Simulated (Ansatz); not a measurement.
MgI2:

```
I Mg
1.0
     4.14000    0.00000    0.00000
    -2.07000    3.58535    0.00000
     0.00000    0.00000    6.88000
I Mg
2 1
Direct
  0.66667 0.33333 0.75000
  0.33333 0.66667 0.25000
  0.00000 0.00000 0.00000
```

Base run:

```yaml
Program: Ansatz 0.2.0
Functional: PBEsol
Potentials_or_basis: all-electron LAPW, scalar-relativistic
Cutoff: 153 eV
Density_cutoff: 613 eV
Basis_error_allowed: 0.002 eV/atom
k_mesh: 8 × 8 × 4
Occupations: fermi-dirac, width 0.05 eV
Spin: no spin polarisation
```

Its results: band gap on the k mesh 3.44 eV, indirect (least direct gap 3.52 eV); pressure -0.8 GPa; largest force 0.296 eV/Å.

Q: The run is repeated on the same cell with these changes: functional from PBEsol to LDA. What comes out?

A: Band gap on the k mesh 3.33 eV, indirect (least direct gap 3.37 eV); pressure -2.0 GPa; largest force 0.373 eV/Å.

LDA binds more tightly than PBEsol, so the same cell stands under less pressure.

Caveats: spin-orbit coupling is left out, which moves the levels of the heavy elements; the cell's inner coordinates are idealised or old, which leaves forces on the atoms; this functional lacks dispersion, which binds the layers, so the pressure and a relaxed spacing across them are unreliable (some runs).

Not every run made on this cell is shown here.
